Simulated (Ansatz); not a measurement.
## CdI2, space group P-3m1: a dielectric-dependent hybrid calculation, step by step

With Ansatz 0.2.0 through its Python package.

The cells in order, each with its output:

**Cell 1**
```python
import ansatz as az
import numpy as np
```

**Cell 2**
```python
def count_gap(report):
    # lowest empty less highest filled band, counting bands; zero where they overlap
    return max(report.get("gap_by_band_count_ev") or 0.0, 0.0)
```

**Cell 3**
```python
lattice = az.Lattice.of(
    (4.244, 0.0, 0.0),
    (-2.122, 3.67541, 0.0),
    (0.0, 0.0, 6.859),
)
sites = [
    ("Cd", (0.0, 0.0, 0.0)),
    ("I", (1 / 3, 2 / 3, 0.2492)),
    ("I", (2 / 3, 1 / 3, 0.7508)),
]
cell = az.Crystal(lattice=lattice)
for symbol, position in sites:
    cell = cell.atom(symbol, position)

cell.resolved().tree()["lattice"]
```
Output:
```text
((4.244, 0.0, 0.0), (-2.122, 3.67541, 0.0), (0.0, 0.0, 6.859))
```

**Cell 4**
```python
calc = (
    cell.calculation()
    .kpoints(3, 3, 2)
    .occupations("fixed")
    .band_table()
)
semilocal = calc.functional("pbe").run(threads=1).report
hybrid = calc.functional(exchange="pbe", correlation="pbe", exact_fraction="inverse_dielectric").run(threads=1).report
alpha = hybrid["hybrid"]["exact_exchange_fraction"]
print(f"fraction of exact exchange {alpha:.4f}, so eps_inf = {1 / alpha:.2f}")
print(f"gap by band count: {count_gap(semilocal):.3f} eV semilocal, {count_gap(hybrid):.3f} eV hybrid")
```
Output:
```text
DeckWarning: basis.ecutwfc = 420 eV, auto-derived from the records' recommended cutoffs: set by Cd (normal level)
fraction of exact exchange 0.1873, so eps_inf = 5.34
gap by band count: 2.489 eV semilocal, 3.801 eV hybrid
```

The fraction is 0.1873, one over a mean dielectric constant (a third of the trace) of 5.34. It opens the gap from 2.489 to 3.801 eV, by 1.31 eV.

Along an axis with an odd division the mesh misses the point at one half; a gap read on a finite mesh is an upper bound on this functional's gap. The k-point mesh is coarse, and energy and stress weren't tested for convergence. Averages over directions belong to no single polarisation, least of all in layered crystals. The structure is a deposited one; some such entries were measured under pressure or heat, so a shift against it needn't be the functional's error alone. Gaps and levels are Kohn-Sham values on a finite set of k-points, without spin-orbit coupling. Warnings are shown shortened and without file and line. The gaps are those of a coarse mesh; the run finds the dielectric constant of the semilocal functional on meshes of its own. Run time: 5.4 min on 1 thread of Arm Neoverse V1 (shared host), peak memory 1.6 GiB.
